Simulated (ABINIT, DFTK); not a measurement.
This is a calculation of LiH for ABINIT 10.8.3 (patched build). 

The input run.abi:

```
# Pseudopotentials
pp_dirpath "./"
pseudos "Li.GGA_PBE-JTH.xml, H.GGA_PBE-JTH.xml"

# Structure
structure "poscar:POSCAR"
natom 2

# Plane-wave basis
ecut 25.0
pawecutdg 47.0

# k points
kptopt 1
ngkpt 11 11 11
nshiftk 1
shiftk 0.0 0.0 0.0

# Exchange and correlation
ixc 11

# Bands and occupations
nband 6
occopt 3
tsmear 0.05 eV

# SCF cycle
nstep 100
tolvrs 1.0e-9

# Output
iomode 3
prtwf 0
prtden 0
prteig 0
prtebands 0
```

The input POSCAR:

```
LiH
1.0
    0.0000000000      2.0367500000      2.0367500000
    2.0367500000      0.0000000000      2.0367500000
    2.0367500000      2.0367500000      0.0000000000
Li H
1 1
Direct
    0.0000000000      0.0000000000      0.0000000000  Li
    0.5000000000      0.5000000000      0.5000000000  H
```

Potentials or basis: JTH PAW PBE v2.0.

Command:

```sh
$ abinit run.abi > log 2>&1
```

**Question.** Translate it to DFTK 0.8.2. Potentials or basis there: PseudoDojo SR PBE 0.4.1 standard (PBE), cutoff 1007 eV.

**Answer.** As run (cutoffs and basis follow the program's own potentials, and thresholds, step limits or extra output files can differ):

run.jl

```julia
using DFTK
using PseudoPotentialData
using Unitful, UnitfulAtomic
using LinearAlgebra, Printf
include("save.jl")
disable_threading()

# lattice vectors are the columns
lattice = austrip(1u"Å") * [           0.0        2.03675        2.03675;
                  2.03675            0.0        2.03675;
                  2.03675        2.03675            0.0]
symbols   = [:Li, :H]
positions = [[0.0, 0.0, 0.0],
             [0.5, 0.5, 0.5]]
pseudopotentials = PseudoFamily("dojo.nc.sr.pbe.v0_4_1.standard.upf")
elements = Dict(s => ElementPsp(s, pseudopotentials) for s in unique(symbols))
atoms    = [elements[s] for s in symbols]

build_model(lattice, positions; symmetries=true) =
    model_DFT(lattice, atoms, positions;
              functionals=PBE(),
              temperature=austrip(0.05u"eV"),
              smearing=Smearing.FermiDirac(),
              symmetries)
Ecut  = 37.0  # hartree
kgrid = [11, 11, 11]
tol   = 1e-6
to_GPa = ustrip(uconvert(u"GPa", 1u"hartree/bohr^3"))

model = build_model(lattice, positions)
basis = PlaneWaveBasis(model; Ecut, kgrid)
display(basis)
scfres = self_consistent_field(basis;
                               tol,
                               nbandsalg=AdaptiveBands(model; n_bands_converge=7))
display(scfres.energies)
@printf "Fermi level: %.6f eV\n" ustrip(auconvert(u"eV", something(scfres.εF, NaN)))
forces = compute_forces_cart(scfres)
println("Forces (eV/Å)")
for (s, f) in zip(symbols, forces)
    @printf "%-3s %12.6f %12.6f %12.6f\n" s ustrip.(auconvert.(u"eV/Å", f))...
end
stress = compute_stresses_cart(scfres)
println("Stress (GPa)")
display(round.(stress * to_GPa; digits=4))
println("Levels at the first k-point (eV): ", round.(ustrip.(auconvert.(u"eV", scfres.eigenvalues[1][1:scfres.n_bands_converge])); digits=4))
save_scf!(scfres; forces, stress)
```

Potentials or basis: dojo.nc.sr.pbe.v0_4_1.standard.upf (PBE).

Command:

```console
$ julia --threads=1 run.jl  # save.jl only writes the numbers to a file and isn't shown; printed stress counts tension as positive; times include loading and compiling
```

Both were run:

|  | ABINIT | DFTK |
| --- | --- | --- |
| Pressure | -1.9 GPa | -1.7 GPa |

Pressure is positive in compression.
